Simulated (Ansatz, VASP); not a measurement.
**Cs in VASP and in Ansatz**

Contents of INCAR:

```
PREC = Accurate
ENCUT = 520
EDIFF = 1E-7
ISMEAR = -1
SIGMA = 0.1
LREAL = F
LASPH = T
NELM = 60
ALGO = Normal
ISIF = 2
LWAVE = F
LCHARG = T
GGA = RP
LELF = T
LVHAR = T
NBANDS = 10
```

Contents of KPOINTS:

```
Automatic mesh
0
Gamma
  8 8 8
```

File POSCAR:

```
Cs
1.0
    0.0000000000      4.1360030661      4.1360030661
    4.1360030661      0.0000000000      4.1360030661
    4.1360030661      4.1360030661      0.0000000000
Cs
1
Direct
    0.0000000000      0.0000000000      0.0000000000
```

Input for Ansatz:

```yaml
crystal:
  lattice:
    - [0.0, 4.1360030661, 4.1360030661]
    - [4.1360030661, 0.0, 4.1360030661]
    - [4.1360030661, 4.1360030661, 0.0]
  atoms:
    - { symbol: Cs, position: [0.0, 0.0, 0.0] }
hamiltonian:
  xc: rpbe
  pseudopotentials:
    kind: paw
    azcp:
      Cs: "pseudopotentials/Cs.paw.azcp"
basis:
  ecutwfc: 420
  fft_grid_basis: typed
kpoints:
  mp_grid: { grid: [8, 8, 8], shift: [0, 0, 0] }
magnetization:
  spin_polarized: false
scf:
  occupations: { method: fermi_dirac, width: 0.1 }
  lower_state_search: "off"
output:
  stress: true
```

Alike in both runs: task single point; functional RPBE; k mesh 8 × 8 × 8; occupations fermi-dirac, width 0.1 eV; no spin polarisation.

```csv
,VASP,Ansatz
version,VASP 6.6.1,Ansatz 0.2.0
potentials or method,"VASP PAW PBE potentials, release 64 (Cs_sv)","plane waves (420 eV) with PAW, scalar-relativistic"
plane-wave cutoff (eV),520,420
valence electrons in the cell,9,9
```

|  | VASP | Ansatz | Ansatz less VASP |
| --- | --- | --- | --- |
| pressure (GPa) | -0.1 | -0.1 | 0.00 |

With one functional, cell and mesh, what is left measures potentials, basis and numerics.

Caveats: the PAW data sets were made with another functional, which shifts forces and pressure a little (VASP). Spin-orbit coupling is left out, which matters for the levels of Cs.
